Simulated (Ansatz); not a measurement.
Input, command and steps of an Ansatz relaxation.

```yaml
crystal:
  lattice:
    - [2.3895627554, 0.0, 0.0]
    - [-1.1947813777, 2.0694220501, 0.0]
    - [0.0, 0.0, 3.8610085338]
  atoms:
    - { symbol: Co, position: [0.6666666667, 0.3333333333, 0.25], spin: 1.84 }
    - { symbol: Co, position: [0.3333333333, 0.6666666667, 0.75], spin: 1.84 }
basis:
  ecutwfc: 420
kpoints:
  mp_grid: { grid: [18, 18, 10] }
hamiltonian:
  xc: pbe
scf:
  occupations: { method: gaussian, width: 0.1 }
output:
  forces: true
  stress: true
  eigenvalues: true
  populations: true
magnetization:
  spin_polarized: true
relax:
  adjacent_minimum: "off"
  f_tol: 0.01
  max_steps: 30
  cell: { stress_tol: 0.1, fix: [volume] }
```

```bash
ansatz run input.yaml --threads 1 --pin off --max-ram 2560MiB --backend cpu --events-out ev --progress --plain --runs-dir out
```

Method: Ansatz, DFT PBE, scalar-relativistic, plane waves, PAW.

The volume is held at 0.88 times that of the relaxed cell.

Of 3 frames 3 are shown, positions in Å and forces in eV/Å; the SCF threshold varies from step to step. Steps run on the plane waves of an earlier cell, with a Pulay correction in the pressure. The basis is chosen afresh for the last frame, the zero of the energies, and at times for earlier ones too; energy and pressure step there, also at an unchanged geometry.

```xyz
2
Lattice="2.3896 0.0000 0.0000 -1.1948 2.0694 0.0000 0.0000 0.0000 3.8610" Properties=species:S:1:pos:R:3:forces:R:3 pbc="T T T" step=1 free_energy_over_end_meV_per_atom=0.00 pressure_GPa=37.68
Co    1.1948    0.6898    0.9653    0.0000    0.0000    0.0000
Co    0.0000    1.3796    2.8958    0.0000    0.0000    0.0000
2
Lattice="2.3897 0.0000 0.0000 -1.1948 2.0695 0.0000 0.0000 0.0000 3.8606" Properties=species:S:1:pos:R:3:forces:R:3 pbc="T T T" step=2 free_energy_over_end_meV_per_atom=0.00 pressure_GPa=37.68
Co    1.1948    0.6898    0.9651    0.0000    0.0000    0.0000
Co    0.0000    1.3797    2.8954    0.0000    0.0000    0.0000
2
Lattice="2.3897 0.0000 0.0000 -1.1948 2.0695 0.0000 0.0000 0.0000 3.8606" Properties=species:S:1:pos:R:3:forces:R:3 pbc="T T T" step=3 free_energy_over_end_meV_per_atom=0.00 pressure_GPa=37.68
Co    1.1948    0.6898    0.9651    0.0000    0.0000    0.0000
Co    0.0000    1.3797    2.8954    0.0000    0.0000    0.0000
```

The run took 40 s on 1 thread of Arm Neoverse V1, on a shared host, peak memory 0.43 GiB.